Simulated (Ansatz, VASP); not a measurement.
## ZnSe (Stilleite), level by level in two programs

```
Se Zn
1.0
     0.00000    2.81478    2.81478
     2.81478    0.00000    2.81478
     2.81478    2.81478    0.00000
Se Zn
1 1
Cartesian
  4.2222 4.2222 4.2222
  0.0000 0.0000 0.0000
```

Change from the starting cell: volume scaled by 0.98.

Single points on this cell with VASP 6.6.1 and Ansatz 0.2.0. Each row is one pair of runs. Alike in all rows: spin: off; k mesh: 8 × 8 × 8; smearing: fermi-dirac, width 0.05 eV; VASP's potentials, cutoff: VASP PAW PBE potentials, release 64 (Se, Zn), 520 eV.

```tsv
level	Ansatz's potentials, cutoff	gap on the k mesh at the Fermi level (eV), VASP	gap on the k mesh at the Fermi level (eV), Ansatz	least direct gap on the mesh (eV), VASP	least direct gap on the mesh (eV), Ansatz	pressure (GPa), VASP	pressure (GPa), Ansatz
PBE	Ansatz PAW, 420 eV	1.37	1.37	1.37	1.37	3.8	3.5
PBE	JTH PAW, 1080 eV	1.37	1.37	1.37	1.37	3.8	3.5
PBE	SPMS NC, 816 eV	1.37	1.36	1.37	1.36	3.8	3.7
```

Gap on the k mesh at the fermi level (eV): the two programs differ by at most 0.011; least direct gap on the mesh (eV): the two programs differ by at most 0.011; pressure (GPa): the two programs differ by at most 0.26.
